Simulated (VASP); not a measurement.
Set up this calculation in VASP 6.6.1, as the native input.

```
Task                   : single point
Functional             : PBE
Potentials or basis    : VASP PAW PBE potentials, release 64 (W_sv, C)
Cutoff                 : 520 eV
k mesh                 : 10 × 10 × 9
Occupations            : gaussian, width 0.028 eV
Spin                   : no spin polarisation
Further INCAR settings : ALGO = Normal; EDIFF = 1e-06
```

The structure of WC (Qusongite) lies in POSCAR:

```
WC
1.0
    2.9065000000      0.0000000000      0.0000000000
   -1.4532500000      2.5171028361      0.0000000000
    0.0000000000      0.0000000000      2.8366000000
W C
1 1
Direct
    0.0000000000      0.0000000000      0.0000000000
    0.6666666667      0.3333333333      0.5000000000
```

The input as run:

INCAR

```
PREC = Accurate
ENCUT = 520
EDIFF = 1E-6
ISMEAR = 0
SIGMA = 0.028000000000000004
LREAL = F
LASPH = T
NELM = 60
ALGO = Normal
ISIF = 2
LWAVE = F
LCHARG = F
GGA = PE
```

KPOINTS

```
Automatic mesh
0
Gamma
  10 10 9
```

Potentials or basis: VASP PAW PBE potentials, release 64 (W_sv, C).

Command:

```console
$ cat potpaw_PBE.64/W_sv/POTCAR potpaw_PBE.64/C/POTCAR > POTCAR
$ mpirun -np 1 vasp_std > vasp.out
```

It gave:

The pressure is 6.7 GPa and the band gap on the k mesh is none (metal or under the smearing width).

Wall time 5.9 s on 1 thread of Intel(R) Xeon(R) 6975P-C (Granite Rapids) (shared host), peak memory 0.15 GiB.
